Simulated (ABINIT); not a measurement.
The system is C.

```xyz
1
Lattice="4.2552 0.0000 0.0000 0.0000 4.2552 0.0000 0.0000 0.0000 1.2823" Properties=species:S:1:pos:R:3 pbc="T T T"
C     2.1276    2.1276    0.6411
```

The cell was built by a generator and needn't be a form met in nature.

Base run:

| Property | Result |
| --- | --- |
| Program | ABINIT 10.8.3 (patched build) |
| Functional | LDA |
| Potentials or basis | JTH PAW PBE v2.0 |
| Cutoff | 626 eV |
| k mesh | 6 × 6 × 20 |
| Occupations | fermi-dirac, width 0.05 eV |
| Spin | no spin polarisation |

Its results: band gap on the k mesh none (metal or under the smearing width); pressure -1.8 GPa.

**Question.** The run is repeated on the same cell with these changes: functional from LDA to SCAN. What comes out?

**Answer.** Band gap on the k mesh none (metal or under the smearing width); pressure -2.3 GPa.

Caveats: the atomic spheres overlap; the PAW data sets were made with another functional, which shifts forces and pressure a little.
